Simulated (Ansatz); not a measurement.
Input and command of a calculation in Ansatz (plane waves; scalar-relativistic PAW potentials unless the input names others):

```yaml
crystal:
  lattice:
    - [3.1009372611, 0.0, 0.0]
    - [0.0, 3.1009372611, 0.0]
    - [0.0, 0.0, 4.362923496]
  atoms:
    - { symbol: Al, position: [0.5, 0.5, 0.5] }
    - { symbol: Ga, position: [0.0, 0.0, 0.0] }
    - { symbol: "N", position: [0.5, 0.0, 0.740001965] }
    - { symbol: "N", position: [0.0, 0.5, 0.259998035] }
basis:
  ecutwfc: 420
kpoints:
  mp_grid: { grid: [8, 7, 7] }
hamiltonian:
  xc: lda
scf:
  occupations: { method: fixed }
  max_iter: 60
output:
  forces: true
  eigenvalues: true
  stress: true
```

```bash
ansatz run input.yaml --threads 1 --pin off --max-ram 3072MiB --backend cpu --events-out ev --progress --plain --runs-dir out
```

Abridged log:
```
Warning: crystal.symmetry: narrowed to the stabiliser of the k-point mesh — unitary ops 8 → 4; excluded 4 operations that carry a point of the 8×7×7 mesh (shift [0, 0, 0]) off the mesh (the run samples exactly the mesh kpoints.mp_grid names, as under crystal.symmetry.detect: false, and its converged state has the mesh's symmetry, not the crystal's; ε∞, the Born charges and the force constants of a linear response (`dielectric:` by the response, `phonons.method: dfpt`) are averaged over those of the crystal's operations that the state keeps within a tolerance, where `mesh_tensors`, `unaveraged_ ...
Basis set: ecut = 420 eV, 823 PW (Γ)
Bands: 17, of which v1, the nominal top of the filled ones, is band 13 counted from 1 (12 counted from 0)
Symmetry: 4 space group operations
k-points: 80 of 392 (time reversal used)
SCF iter   1: F=—  HF=-4971.902130 eV  |F-HF|=—  |Δ(HF+E_count)|=         —  Δρ=1.13e-2  dr2=5.23e-2  ethr=1.77e-3  ⟨swp⟩=4.9  Hψ=5949  notcnv=0  defer=138
SCF iter   2: F=—  HF=-4971.888768 eV  |F-HF|=—  |Δ(HF+E_count)|=   1.34e-2  Δρ=5.49e-3  dr2=7.84e-3  ethr=2.01e-4  ⟨swp⟩=2.2  Hψ=2637  notcnv=0  defer=160
SCF iter   3: F=—  HF=-4971.886276 eV  |F-HF|=—  |Δ(HF+E_count)|=   2.49e-3  Δρ=1.61e-3  dr2=4.37e-4  ethr=3.02e-5  ⟨swp⟩=2.0  Hψ=2003  notcnv=0  defer=160
SCF iter   4: F=—  HF=-4971.886104 eV  |F-HF|=—  |Δ(HF+E_count)|=   1.72e-4  Δρ=4.86e-4  dr2=3.71e-5  ethr=1.68e-6  ⟨swp⟩=2.3  Hψ=2377  notcnv=0  defer=159
SCF iter   5: F=—  HF=-4971.886080 eV  |F-HF|=—  |Δ(HF+E_count)|=   2.39e-5  Δρ=4.51e-5  dr2=4.59e-7  ethr=1.43e-7  ⟨swp⟩=2.1  Hψ=2348  notcnv=0  defer=2
SCF iter   6: F=-4971.886080 eV  HF=-4971.886080 eV  |F-HF|=1.90e-8  |Δ(HF+E_count)|=   8.41e-8  Δρ=1.44e-5  dr2=6.27e-8  ethr=3.85e-10  ⟨swp⟩=6.0  Hψ=7174  notcnv=0
SCF 1 converged in 6 iterations: F = -4971.886080 eV  dr2 = 6.27e-8
SCF converged after 6 iterations
Free energy (F): -4971.886080 eV
Harris-Foulkes:  -4971.886080 eV  (|F-HF|=1.90e-8)
Internal energy: -4971.886080 eV  (E = F + TS)
E sigma→0 (E₀):  -4971.886080 eV
Fermi energy:    8.606495 eV
--- Forces (eV/Å), atoms counted from 1 ---
  atom   1  Al     0.00000000     0.00000000     0.00009830
  atom   2  Ga     0.00000000     0.00000000     0.00010275
  atom   3  N      0.00000000     0.00000000    -0.00051199
  atom   4  N      0.00000000     0.00000000     0.00033070
--- Stress (GPa, compression-positive) ---
        2.995540       0.000000       0.000000
        0.000000       2.996282       0.000000
        0.000000       0.000000       2.986589
  P = ⅓ Tr σ = 2.9928 GPa (29.928 kbar)
```

One setting here is unusual or wrong in general: a mesh that breaks the symmetry (kpoints.mp_grid.grid: [8, 8, 6] → [8, 7, 7]). For this cell it did little harm to the result: the run converged in 6 SCF iterations with an energy at zero smearing 0.08 meV/atom above the reference's, pressure 2.99 GPa, largest force 0.001 eV/Å, gap on the mesh 3.16 eV. The program drops the symmetry operations that the mesh breaks, which leaves more k-points to solve, 80 here. A reference run on usual settings, whose relaxation ended at this geometry, converged, and the end of its own relaxation has pressure 2.99 GPa, largest force 0.000 eV/Å, gap on the mesh 3.16 eV (its cell was held, or driven to that pressure on purpose).

The run took 3.4 s on 1 thread of Intel(R) Xeon(R) Platinum 8488C (Sapphire Rapids), with other jobs on the host, peak memory 0.4 GiB.